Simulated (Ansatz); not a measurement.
Runs of Ansatz 0.2.0 on GaSb. It takes space group F-43m (No. 216, cubic). The conventional cell has a = 6.118 Å, b = 6.118 Å, c = 6.118 Å, α = 90.00°, β = 90.00°, γ = 90.00°. Sb (site symmetry -43m) has 4 Ga at 2.65 Å as nearest neighbours. Around Ga (site symmetry -43m) lie 4 Sb at 2.65 Å. 

| task | level | cutoff (eV) | basis error allowed | gap on the mesh (eV) | pressure (GPa) |
| --- | --- | --- | --- | --- | --- |
| band structure | BLYP | 279 | 0.001 eV/atom | - | 5.3 |
| band structure | LDA | 279 | 0.001 eV/atom | - | (a) |
| band structure | PBEsol | 278 | 0.001 eV/atom | - | -0.1 |
| band structure | revPBE | 278 | 0.001 eV/atom | 0.12 | 3.5 |
| single point | PBEsol | 278 | 0.001 eV/atom | (b) | -0.1 |
| band structure | RPBE | 278 | 0.001 eV/atom | 0.14 | 3.9 |

Alike in all rows: potentials or basis all-electron LAPW, scalar-relativistic; no spin polarisation; cell as given; k mesh 8 × 8 × 8; smearing fermi-dirac 0.05 eV.

Estimate the missing entries.

(a) -1.7; (b) none.

Caveats: spin-orbit coupling is left out, which moves the levels of the heavy elements (some runs); this crystal is a semiconductor, whose small gap the functional closes, so the metal is an error of the method (some runs).

A k mesh can miss the band edges, and the runs leave out spin-orbit coupling on Ga, Sb.

Runs at the PBE level aren't shown here.
